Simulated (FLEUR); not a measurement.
# Al (Fm-3m) in FLEUR: a series of runs, part 2 of 2

FLEUR MaX-R8.1 (later development tree). The steps go on from the part before.

## Step 3: Equation of state, RPBE, 15.61 Å³/atom (volume scaled by 0.94)

Input file inp.xml:

```xml
<?xml version="1.0" encoding="UTF-8" standalone="no"?>
<fleurInput fleurInputVersion="0.39">
   <comment>
      Al                                                                                                  
   </comment>
   <calculationSetup>
      <cutoffs Kmax="4.1" Gmax="12.7" GmaxXC="12.7" numbands="0"/>
      <scfLoop itmax="60" minDistance="0.00001" maxIterBroyd="15" imix="Anderson" alpha="0.05" precondParam="0.0" spinf="2.0" sdNocoIR="T"/>
      <coreElectrons ctail="T" frcor="F" kcrel="0" coretail_lmax="0"/>
      <xcFunctional name="Rpbe" relativisticCorrections="F"/>
      <magnetism jspins="1"/>
      <soc l_soc="F" theta="0.0" phi="0.0" spav="F"/>
      <expertModes spex="0" secvar="F"/>
      <geometryOptimization l_f="F" forcealpha="1.0" forcemix="BFGS" epsdisp="0.00001" epsforce="0.00001"/>
      <ldaU l_linMix="F" mixParam="0.05" spinf="1.0"/>
   </calculationSetup>
   <cell>
      <bzIntegration valenceElectrons="11.0" mode="hist" fermiSmearingEnergy="0.00183747">
         <kPointListSelection listName="default-1"/>
         <!-- k-points included here -->
         <xi:include xmlns:xi="http://www.w3.org/2001/XInclude" href="kpts.xml"> </xi:include>
      </bzIntegration>
      <!-- symmetry operations included here -->
      <xi:include xmlns:xi="http://www.w3.org/2001/XInclude" href="sym.xml"> </xi:include>
      <bulkLattice scale="0.9795861087">
         <bravaisMatrix>
            <row-1>    0.0000000000000000     3.8263269057207032     3.8263269057207032</row-1>
            <row-2>    3.8263269057207032     0.0000000000000000     3.8263269057207032</row-2>
            <row-3>    3.8263269057207032     3.8263269057207032     0.0000000000000000</row-3>
         </bravaisMatrix>
      </bulkLattice>
   </cell>
   <atomSpecies>
      <species name="Aluminum (Al)" element="Al" atomicNumber="13">
         <mtSphere radius="2.45" gridPoints="829" logIncrement="0.014"/>
         <atomicCutoffs lmax="10" lnonsphr="8"/>
         <electronConfig flipSpins="F">
            <coreConfig>(1s1/2)</coreConfig>
            <valenceConfig>(2s1/2) (2p1/2) (2p3/2) (3s1/2) (3p1/2) (3p3/2)</valenceConfig>
            <stateOccupation state="(3p1/2)" spinUp="0.166667" spinDown="0.166667"/>
            <stateOccupation state="(3p3/2)" spinUp="0.333333" spinDown="0.333333"/>
         </electronConfig>
         <energyParameters s="3" p="3" d="3" f="4"/>
         <lo type="SCLO" l="0" n="2" eDeriv="0"/>
         <lo type="SCLO" l="1" n="2" eDeriv="0"/>
         <lo type="SCLO" l="2" n="3" eDeriv="2"/>
         <lo type="SCLO" l="3" n="4" eDeriv="2"/>
      </species>
   </atomSpecies>
   <atomGroups>
      <atomGroup species="Aluminum (Al)">
         <relPos label="                   1">.0000000000 .0000000000 .0000000000</relPos>
         <force calculate="T" relaxXYZ="TTT"/>
      </atomGroup>
   </atomGroups>
   <output dos="F" band="F" slice="F">
      <checks vchk="F" cdinf="F"/>
      <bandDOS minEnergy="-.5*Htr" maxEnergy="0.5*Htr" sigma="0.015" storeEVData="T"/>
      <vacuumDOS vacdos="F" integ="F" star="F" nstars="0" locx1="0.0" locy1="0.0" locx2="0.0" locy2="0.0" nstm="0" tworkf="0.0"/>
      <unfoldingBand unfoldBand="F" supercellX="1" supercellY="1" supercellZ="1"/>
      <plotting iplot="0" polar="F">
         <plot TwoD="T" vec1="  1.0  0.0  0.0" vec2="  0.0  1.0  0.0" vec3="  0.0  0.0  1.0" zero="  0.0  0.0  0.0" file="plot"/>
      </plotting>
      <chargeDensitySlicing numkpt="0" minEigenval="0.0" maxEigenval="0.0" nnne="0" pallst="F"/>
      <specialOutput eonly="F"/>
      <moessbauerParams electricFieldGradient="T" isomerShift="T" coreHyperfine="T" valenceHyperfine="T"/>
      <magneticCircularDichroism mcd="F" energyLo="-10.0" energyUp="0.0"/>
   </output>
  <!-- We include the file relax.xml here to enable relaxations (see documentation) -->
  <xi:include xmlns:xi="http://www.w3.org/2001/XInclude" href="relax.xml"> <xi:fallback/> </xi:include>
</fleurInput>
```

Potentials or basis: all-electron, FLAPW.

Command:

```
inpgen -f crystal.txt -profile fastHighL
# inp.xml edited to the form shown
fleur_MPI
```

What it wrote:

```text
Welcome to FLEUR        (www.flapw.de)
      MaX-Release 8.1          (www.max-centre.eu)

 ========== k-point set info ==========
 Selected k-point list: default-1
 k-point list type: mesh
 11 x 11 x 11
 Number of k points: 56

 ------------Calculation Setup---------------------------
 Number of MPI-tasks      :            1
 Number of PE/node        :            1
 Number of OMP-threads    :            1
 Most efficient MPI parallelization for:
           1           2           4           7           8          14          28          56
 Additional eigenvalue parallelization possible
 Number of basis functions:          157
 Approximate size of matrices (H+S) per k-point:         0.000 GB
 --------------------------------------------------------
 Iteration:     1   Distance:       4.02854945 me/bohr^3
 Iteration:     2   Distance:       3.81435562 me/bohr^3
 Iteration:     3   Distance:       1.23537009 me/bohr^3
 Iteration:     4   Distance:       0.26112272 me/bohr^3
 Iteration:     5   Distance:       0.11699243 me/bohr^3
 Iteration:     6   Distance:       0.00985582 me/bohr^3
 Iteration:     7   Distance:       0.00842323 me/bohr^3
 Iteration:     8   Distance:       0.00022906 me/bohr^3
 Iteration:     9   Distance:       0.00015405 me/bohr^3
 Iteration:    10   Distance:       0.00000595 me/bohr^3

 ********************************************************************
 Run finished successfully
 Stop message:
   all done
 ********************************************************************
```

out.xml (last iteration):

```text
<iteration numberForCurrentRun="   10" overallNumber="   10">
         <energyParameters units="Htr">
            <atomicEP atomType="1" spin="1" branch="3s" branchLowest="-3.48" branchHighest="1.05" value="0.0893552142"/>
            <atomicEP atomType="1" spin="1" branch="3p" branchLowest="-2.05" branchHighest="1.46" value="0.2435781584"/>
            <atomicEP atomType="1" spin="1" branch="3d" branchLowest="-9.99" branchHighest="1.83" value="0.4207264488"/>
            <atomicEP atomType="1" spin="1" branch="4f" branchLowest="-9.99" branchHighest="3.44" value="0.5881155850"/>
            <loAtomicEP atomType="1" spin="1" branch="2s" branchLowest="-55.03" branchHighest="-3.48" value="-3.4825460339"/>
            <loAtomicEP atomType="1" spin="1" branch="2p" branchLowest="-9.99" branchHighest="-2.05" value="-2.0520466357"/>
            <loAtomicEP atomType="1" spin="1" branch="3d" branchLowest="-9.99" branchHighest="1.83" value="0.4207262118"/>
            <loAtomicEP atomType="1" spin="1" branch="4f" branchLowest="-9.99" branchHighest="3.44" value="0.5881177327"/>
         </energyParameters>
         <eigenvalues>
            <eigenvaluesAt spin="1" ikpt="1" k_x="0.00000000" k_y="0.00000000" k_z="0.00000000">
                      -3.4826765625       -2.0515529011       -2.0515529011       -2.0515529011       -0.1117628193
                       0.7888252940        0.7888252940        0.7888252940        0.8709002664
            </eigenvaluesAt>
            <eigenvaluesAt spin="1" ikpt="2" k_x="0.00000000" k_y="0.00000000" k_z="0.09090909">
                      -3.4826661961       -2.0516365603       -2.0515658655       -2.0515658655       -0.1031818644
                       0.6817828803        0.7696755528        0.7696755528        0.8839605953
            </eigenvaluesAt>
            <eigenvaluesAt spin="1" ikpt="3" k_x="0.00000000" k_y="0.00000000" k_z="0.18181818">
                      -3.4826382587       -2.0518604337       -2.0516004617       -2.0516004617       -0.0775353115
                       0.5427144457        0.7442601281        0.7442601281        0.8711811435
            </eigenvaluesAt>
            <eigenvaluesAt spin="1" ikpt="4" k_x="0.00000000" k_y="0.00000000" k_z="0.27272727">
                      -3.4826017177       -2.0521531226       -2.0516457404       -2.0516457404       -0.0351028258
                       0.4119831444        0.7294223059        0.7294223059        0.8611730382
            </eigenvaluesAt>
         </eigenvalues>
         <bandgap value="0.3103559543" units="eV"/>
         <sumValenceSingleParticleEnergies value="-18.8463948904" units="Htr"/>
         <FermiEnergy value="0.3125243632" units="Htr"/>
         <valenceDensity>
            <mtCharges spin="1">
               <mtCharge atomType="1" total="9.7641409" s="2.7551381" p="6.8177571" d="0.1788432" f="0.0114831"/>
            </mtCharges>
            <spinDependentCharge spin="1" total="11.0000000" interstitial="1.2358591" mtSpheres="9.7641409"/>
            <totalCharge value="11.0000000000"/>
         </valenceDensity>
         <coreStates atomType="     1" atomicNumber=" 13" spin="1" kinEnergy="    159.7001002493" eigValSum="   -110.0643362875" lostElectrons=" 0.000000">
            <state n="1" l="0" j="0.5" energy="-55.0321681437" weight="1.0000000000"/>
         </coreStates>
         <allElectronCharges>
            <spinDependentCharge spin="1" total="13.0000000" interstitial="1.2358591" mtSpheres="11.7641409"/>
            <totalCharge value="13.0000000001"/>
         </allElectronCharges>
         <moessbauerParams unitsHFF="kG" unitsIS="e/bohr^3" unitsEFG="Htr/bohr^2">
            <coreIsomerShift atomType="1" isTotal="1408.38549">
               <shell n="1" l="0" isomerShift="1408.38549"/>
            </coreIsomerShift>
            <isomerShift atomType="1" nucleusRadius="0.0000708" averageDensity="1507.77990"/>
            <electricFieldGradient atomType="1" VXX="0.00000" VYY="0.00000" VZZ="0.00000" asymParam="0.00000">
            </electricFieldGradient>
         </moessbauerParams>
         <totalEnergy                                    value="     -242.9291327362" units="Htr">
            <sumOfEigenvalues                            value="     -128.9107311779">
               <coreElectrons value="-110.0643362875"/>
               <valenceElectrons value="-18.8463948904"/>
            </sumOfEigenvalues>
            <densityCoulombPotentialIntegral value="-348.7785214605"/>
            <densityEffectivePotentialIntegral value="-372.6886649449"/>
            <chargeDenXCDenIntegral value="-18.7832215288"/>
            <FockExchangeEnergyValence value="0.0000000000"/>
            <FockExchangeEnergyCore value="0.0000000000"/>
            <atomTypeDependentContributions atomType="1">
               <electronNucleiInteractionDifferentMTs value="288.6192733476"/>
               <MadelungTerm value="-4.9153108966"/>
            </atomTypeDependentContributions>
            <tkbTimesEntropy value="0.0001469773"/>
            <freeEnergy value="-242.9292797135"/>
            <extrapolationTo0K value="-242.9292062248"/>
         </totalEnergy>
         <densityConvergence units="me/bohr^3">
            <chargeDensity spin="1" distance="0.0000059499"/>
         </densityConvergence>
      </iteration>
```

Wall time 7.2 s (1 thread of Arm Neoverse V1, shared host); peak memory 0.08 GiB.

What came out:

* Free energy: -6610.4425 eV
* Band gap on the k mesh: none (metal or under the smearing width)
* Valence electrons inside the program's atomic spheres: Al 9.76 (radii Al 2.45 bohr)

## Step 4: Equation of state, RPBE, 15.94 Å³/atom (volume scaled by 0.96)

Changes to inp.xml since step 3:

```diff
@@ -24,3 +24,3 @@
       <xi:include xmlns:xi="http://www.w3.org/2001/XInclude" href="sym.xml"> </xi:include>
-      <bulkLattice scale="0.9795861087">
+      <bulkLattice scale="0.9864848297">
          <bravaisMatrix>
```

Command:

```
inpgen -f crystal.txt -profile fastHighL
# inp.xml edited to the form shown
fleur_MPI
```

Wall time 7.3 s (1 thread of Arm Neoverse V1, shared host); peak memory 0.08 GiB.

Results (log left out):

```
Free energy                                           : -6610.4543 eV
Band gap on the k mesh                                : none (metal or under the smearing width)
Valence electrons inside the program's atomic spheres : Al 9.73 (radii Al 2.45 bohr)
```

## Step 5: Equation of state, RPBE, 16.60 Å³/atom

Changes to inp.xml since step 4:

```diff
@@ -24,3 +24,3 @@
       <xi:include xmlns:xi="http://www.w3.org/2001/XInclude" href="sym.xml"> </xi:include>
-      <bulkLattice scale="0.9864848297">
+      <bulkLattice scale="1.0000000000">
          <bravaisMatrix>
```

Command:

```
inpgen -f crystal.txt -profile fastHighL
# inp.xml edited to the form shown
fleur_MPI
```

Run time: 7.5 s. Hardware: 1 thread of Arm Neoverse V1, shared host; peak memory 0.08 GiB.

Results (log left out):

```
Free energy                                           : -6610.4660 eV
Band gap on the k mesh                                : none (metal or under the smearing width)
Valence electrons inside the program's atomic spheres : Al 9.68 (radii Al 2.45 bohr)
```

## Step 6: Equation of state, RPBE, 17.27 Å³/atom (volume scaled by 1.04)

Changes to inp.xml since step 5:

```diff
@@ -24,3 +24,3 @@
       <xi:include xmlns:xi="http://www.w3.org/2001/XInclude" href="sym.xml"> </xi:include>
-      <bulkLattice scale="1.0000000000">
+      <bulkLattice scale="1.0131594038">
          <bravaisMatrix>
```

Potentials or basis: all-electron, FLAPW.

Command:

```
inpgen -f crystal.txt -profile fastHighL
# inp.xml edited to the form shown
fleur_MPI
```

Run time: 7.8 s. Hardware: 1 thread of Arm Neoverse V1, shared host; peak memory 0.08 GiB.

Results (log left out):

```
Free energy                                           : -6610.4641 eV
Band gap on the k mesh                                : none (metal or under the smearing width)
Valence electrons inside the program's atomic spheres : Al 9.63 (radii Al 2.45 bohr)
```

## Step 7: Equation of state, RPBE, 17.60 Å³/atom (volume scaled by 1.06)

Changes to inp.xml since step 6:

```diff
@@ -24,3 +24,3 @@
       <xi:include xmlns:xi="http://www.w3.org/2001/XInclude" href="sym.xml"> </xi:include>
-      <bulkLattice scale="1.0131594038">
+      <bulkLattice scale="1.0196128224">
          <bravaisMatrix>
```

Command:

```
inpgen -f crystal.txt -profile fastHighL
# inp.xml edited to the form shown
fleur_MPI
```

Run time: 7.8 s. Hardware: 1 thread of Arm Neoverse V1, shared host; peak memory 0.08 GiB.

It converged, with:

```yaml
Free_energy: -6610.4589 eV
Band_gap_on_the_k_mesh: none (metal or under the smearing width)
Valence_electrons_inside_the_program's_atomic_spheres: Al 9.61 (radii Al 2.45 bohr)
```

## Step 8: Equation of state, RPBE

No new run: the results of the series are fitted here.

What came out:

```yaml
Equilibrium_volume: 16.83 Å³/atom
Bulk_modulus: 77 GPa
Pressure_derivative_of_the_bulk_modulus: "4.4 (rough: it moves with the points fitted)"
```

Energy against volume, from the lowest point:
```
volume (Å³/atom)  energy (meV/atom)
          15.607              23.54
          15.939              11.66
          16.603               0.00
          17.267               1.88
          17.599               7.07
```

## Step 9: Comparison with measurements

Step 8. A measured bulk modulus of Al is 76.9 GPa (quoted in “The interpretation of polycrystalline coherent inelastic neutron scattering from aluminium”, 2013, pmc:3831299); the calculated 77 GPa misses it by -0.2 %. The fit is for a static lattice scaled at fixed shape and fixed fractional positions. The cell as given is a measured one (16.60 Å³/atom); RPBE puts the equilibrium volume +1.4 % from it, thermal expansion not counted.
